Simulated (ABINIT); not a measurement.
The system is FeO.

```
Fe O
1.0
     2.61247    0.00000    0.00000
     0.00000    2.61247    0.00000
     0.00000    0.00000    2.61247
Fe O
1 1
Direct
  0.00000 0.00000 0.00000
  0.50000 0.50000 0.50000
```

The cell comes from a database or a generator and needn't be the stable form of this composition.

| Item | Value |
| --- | --- |
| Program | ABINIT 10.8.3 (patched build) |
| Task | relaxation of cell and atoms |
| Functional | LDA |
| Potentials or basis | JTH PAW LDA v2.0 |
| Cutoff | 707 eV |
| k mesh | 8 × 8 × 8 |
| Occupations | fermi-dirac, width 0.05 eV |
| Spin | collinear spin, ferromagnetic start |
| Starting moments | [3.0, 0.0] μB |
| Hubbard terms | Fe d U = 5 eV |

At the start: pressure -5.9 GPa; volume 8.92 Å³/atom.

Problem. How do energy, volume and symmetry change on relaxing?

Solution. Over 4 steps the energy falls by 4.4 meV/atom and the volume is 8.68 Å³/atom (-2.6 %); space group Pm-3m (No. 221, to 0.05 Å); moment 4.00 μB per cell.

Step by step:
```
step  energy change (eV)  largest force (eV/Å)  pressure (GPa)  volume (Å³)
   1              0.0000                0.0000           -5.91        17.83
   2             -0.0079                0.0000           -1.89        17.51
   3             -0.0087                0.0000            0.08        17.36
   4             -0.0087                0.0000            0.00        17.37
```

Final structure:
```cif
data_structure
_symmetry_space_group_name_H-M 'P 1'
_symmetry_Int_Tables_number 1
_cell_length_a 2.5898
_cell_length_b 2.5898
_cell_length_c 2.5898
_cell_angle_alpha 90.000
_cell_angle_beta 90.000
_cell_angle_gamma 90.000
_cell_volume 17.37
loop_
_atom_site_label
_atom_site_type_symbol
_atom_site_fract_x
_atom_site_fract_y
_atom_site_fract_z
_atom_site_occupancy
Fe1 Fe 0.00000 0.00000 0.00000 1
O1 O 0.50000 0.50000 0.50000 1
```

Caveat: a cell with one magnetic atom can't hold antiferromagnetic order, which such compounds often take.
